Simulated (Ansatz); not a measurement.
Crystal: NaF (Villiaumite).

```
Na F
1.0
     0.00000    2.32000    2.32000
     2.32000    0.00000    2.32000
     2.32000    2.32000    0.00000
Na F
1 1
Direct
  0.00000 0.00000 0.00000
  0.50000 0.50000 0.50000
```

Base run:

* Program: Ansatz 0.2.0
* Functional: HSE06
* Potentials or basis: all-electron PAW datasets made for the crystal
* Cutoff: 310 eV
* Density cutoff: 1240 eV
* k mesh: 8 × 8 × 8
* Occupations: fermi-dirac, width 0.05 eV
* Spin: no spin polarisation

Its results: band gap on the k mesh 8.45 eV, direct.

Q: The run is repeated on the same cell with these changes: functional from HSE06 to PBE; cutoff from 310 eV to 280 eV; density cutoff from 1240 eV to 1120 eV. What comes out?

A: Band gap on the k mesh 6.29 eV, direct.

HSE06 gives the wider gap, since exact exchange removes part of the self-interaction.

A k mesh can miss the band edges.

Not every run made on this cell is shown here.
